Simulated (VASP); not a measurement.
A run of VASP 6.6.1 is set up as follows.

File INCAR:

```
SYSTEM = GaP
PREC     = Accurate       ! precision mode
ENCUT    = 600            ! plane-wave cutoff, eV
EDIFF    = 1E-7           ! SCF threshold, eV
ISMEAR   = -1             ! smearing method
SIGMA    = 0.05           ! smearing width, eV
LREAL    = .FALSE.        ! projectors in reciprocal space
LASPH    = .TRUE.         ! aspherical terms in the spheres
NELM     = 80             ! most SCF steps
ALGO     = Normal         ! electronic algorithm
ISIF     = 3              ! what is computed and relaxed
LWAVE    = .FALSE.        ! write WAVECAR
LCHARG   = .FALSE.        ! write CHGCAR
GGA      = PE             ! functional
IBRION   = 2              ! ionic algorithm
NSW      = 40             ! ionic steps
EDIFFG   = -0.01          ! ionic threshold
```

Contents of KPOINTS:

```
regular mesh
0
G
  8 8 8
  0 0 0
```

File POSCAR:

```
GaP
1.0
    0.0000000000      2.7252500000      2.7252500000
    2.7252500000      0.0000000000      2.7252500000
    2.7252500000      2.7252500000      0.0000000000
Ga P
1 1
Direct
    0.0000000000      0.0000000000      0.0000000000
    0.7500000000      0.7500000000      0.7500000000
```

Potentials or basis: VASP PAW PBE potentials, release 64 (Ga_d, P).

Launch:

```bash
$ cat potpaw_PBE.64/Ga_d/POTCAR potpaw_PBE.64/P/POTCAR > POTCAR
$ mpirun -np 1 vasp_std > vasp.out
```

Predict the relaxed cell.

a = 3.893 Å, b = 3.893 Å, c = 3.893 Å, α = 60.00°, β = 60.00°, γ = 60.00°.

Predict the band gap on the k mesh.

1.58 eV, direct.

Final structure:
```cif
data_structure
_symmetry_space_group_name_H-M 'P 1'
_symmetry_Int_Tables_number 1
_cell_length_a 3.8929
_cell_length_b 3.8929
_cell_length_c 3.8929
_cell_angle_alpha 60.000
_cell_angle_beta 60.000
_cell_angle_gamma 60.000
_cell_volume 41.71
loop_
_atom_site_label
_atom_site_type_symbol
_atom_site_fract_x
_atom_site_fract_y
_atom_site_fract_z
_atom_site_occupancy
Ga1 Ga 0.00000 0.00000 0.00000 1
P1 P 0.75000 0.75000 0.75000 1
```

A k mesh can miss the band edges. Zero-point motion and thermal expansion aren't in these numbers.
